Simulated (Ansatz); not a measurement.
# HgS: pressure against volume

HgS, F-43m, a = 5.991 Å. This isn't the usual stable structure of the compound. Ansatz: PBE, PAW, 420 eV, Γ-centred 12×12×12 mesh on 2 atoms, Gaussian smearing 0.10 eV; no spin polarisation. Symmetry fixes shape and atoms, so the cell is only scaled; pressure is positive in compression.

```
V (Å³/atom) P (GPa)
     23.658        ?
     24.465     5.99
     25.271     3.63
     26.078     1.66
     26.884     0.00
     27.691    -1.38
     28.497    -2.54
     29.573    -3.78
```

Problem. Take V0 = 26.884 Å³/atom, fit the third-order Birch–Murnaghan form to the other rows, and predict the missing pressure.

Solution. With the Eulerian strain f = ½[(V0/V)^(2/3) − 1] and y = P/[3f(1 + 2f)^(5/2)], the form is the line y = B0 + 1.5 B0 (B0′ − 4) f. Rows (f, y): 0.03244, 52.6; 0.02106, 51.8; 0.01025, 51.3; -0.00976, 49.5; -0.01905, 49.0; -0.03079, 48.0. Means f = 0.0006917, y = 50.367; Σ(Δf)² = 0.003004, ΣΔfΔy = 0.2196; the slope is their ratio. y = 50.32 + 73.08 f GPa, so B0 = 50.3 GPa and B0′ = 4 + 2 × (73.08)/(3 × 50.32) = 4.97. At V = 23.658, f = 0.04448, y = 53.57 and P = 8.85 GPa. The run gave 8.82 GPa, so the fit is 0.03 GPa too high, a small miss on the scale of the series.

Spin–orbit coupling is left out, which can shift energies with elements as heavy as these.